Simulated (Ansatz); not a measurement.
# Ti: the cost of one run

Program: Ansatz 0.2.0. Level of theory: DFT PBE, scalar-relativistic. These are calculated values, not measurements.

This is Ti in the bcc structure; at room conditions it is hcp.

### 1 The system as given

The structure is cubic, space group Im-3m (No. 229). Conventional cell: a = 3.282 Å, b = 3.282 Å, c = 3.282 Å, α = 90.00°, β = 90.00°, γ = 90.00°. Ti (site symmetry m-3m) is surrounded by 8 Ti at 2.84 Å.

Coordinates:

```xyz
1
Lattice="-1.6410 1.6410 1.6410 1.6410 -1.6410 1.6410 1.6410 1.6410 -1.6410" Properties=species:S:1:pos:R:3 pbc="T T T"
Ti    0.0000    0.0000    0.0000
```

Structure: COD 9012924, as refined from experiment and not relaxed.

### 2 LAPW, all electrons

Input file input.yaml:

```yaml
crystal:
  lattice:
    - [-1.641, 1.641, 1.641]
    - [1.641, -1.641, 1.641]
    - [1.641, 1.641, -1.641]
  atoms:
    - { symbol: Ti, position: [0.0, 0.0, 0.0] }
kpoints:
  mp_grid: { grid: [14, 14, 14] }
  band_path:
    path:
      - [0.0, 0.0, 0.0]
      - [0.5, -0.5, 0.5]
      - [0.0, 0.0, 0.5]
      - [0.0, 0.0, 0.0]
      - [0.25, 0.25, 0.25]
      - [0.5, -0.5, 0.5]
      - [0.25, 0.25, 0.25]
      - [0.0, 0.0, 0.5]
    npoints: 14
scf:
  occupations: { method: fermi_dirac, width: 0.05 }
hamiltonian:
  xc: pbe
  pseudopotentials: { kind: all_electron, lapw: { basis_error: 0.00025 } }
output:
  forces: true
  stress: true
  eigenvalues: true
  populations: true
  dos: { projected: true, de: 0.2, e_range: [-14, 8] }
```

Command:

```
> ansatz run input.yaml --threads 1 --pin off --max-ram 3072MiB --backend cpu --events-out ev --progress --plain --runs-dir out
```

What time and memory should one allow on 1 thread of Arm Neoverse V1, shared host?

About 11 s, with a peak of 0.28 GiB.
